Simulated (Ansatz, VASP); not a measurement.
**One calculation of C, two programs**

Contents of INCAR:

```
PREC     = Accurate       # precision mode
ENCUT    = 520            # plane-wave cutoff, eV
EDIFF    = 1E-6           # SCF threshold, eV
ISMEAR   = 0              # smearing method
SIGMA    = 0.05           # smearing width, eV
LREAL    = False          # projectors in reciprocal space
LASPH    = True           # aspherical terms in the spheres
NELM     = 80             # most SCF steps
ALGO     = Normal         # electronic algorithm
ISIF     = 2              # what is computed and relaxed
LWAVE    = False          # write WAVECAR
LCHARG   = False          # write CHGCAR
GGA      = PE             # functional
IVDW     = 12             # dispersion correction
NBANDS   = 11             # bands
```

KPOINTS

```
regular mesh
0
Gamma
  15 15 15
```

Contents of POSCAR:

```
C
1.0
    1.2427282054      0.7174894639      3.3892873547
   -1.2427282054      0.7174894639      3.3892873547
    0.0000000000     -1.4349789278      3.3892873547
C
2
Direct
    0.1609431579      0.1609431579      0.1609431579
    0.8390568421      0.8390568421      0.8390568421
```

Input for Ansatz:

```yaml
crystal:
  lattice:
    - [1.2427282054, 0.7174894639, 3.3892873547]
    - [-1.2427282054, 0.7174894639, 3.3892873547]
    - [0.0, -1.4349789278, 3.3892873547]
  atoms:
    - { symbol: C, position: [0.1609431579, 0.1609431579, 0.1609431579] }
    - { symbol: C, position: [0.8390568421, 0.8390568421, 0.8390568421] }
basis:
  ecutwfc: 520.0
kpoints:
  mp_grid: { grid: [15, 15, 15] }
hamiltonian:
  xc: pbe
  dispersion: d3bj
scf:
  occupations: { method: gaussian, width: 0.05 }
output:
  forces: true
  stress: true
  eigenvalues: true
  write_density: true
  write_potential: true
  elf: true
  volumetric_format: npy
```

Change from the starting cell: mode 4 frozen in at -0.057 Å, equal normal strain along x, y and z +0.0083.

Alike in both runs: task single point; functional PBE; dispersion D3(BJ); k mesh 15 × 15 × 15; occupations gaussian, width 0.05 eV; no spin polarisation.

```csv
,VASP,Ansatz
version,VASP 6.6.1,Ansatz 0.2.0
potentials or method,"VASP PAW PBE potentials, release 64 (C)","scalar-relativistic, plane waves, PAW"
plane-wave cutoff (eV),520,520
valence electrons in the cell,8,8
```

VASP gave:

* gap on the k mesh at the Fermi level (eV): 0.82
* least direct gap on the mesh (eV): 0.82
* pressure (GPa): -7.2
* largest component of the traceless stress (GPa): 4.65
* rms of the force components (eV/Å): 1.098

Question: Estimate Ansatz's values.

Answer: gap on the k mesh at the Fermi level (eV): 0.82; least direct gap on the mesh (eV): 0.82; pressure (GPa): -7.6; largest component of the traceless stress (GPa): 5.13; rms of the force components (eV/Å): 1.102.

Atom by atom the forces differ by 0.004 eV/Å (rms over components).

Caveats: an odd mesh through Γ misses points on the zone boundary, where band edges often lie; forces of over 1 eV/Å show positions far from the minimum, so gaps and moduli don't describe the material at rest.
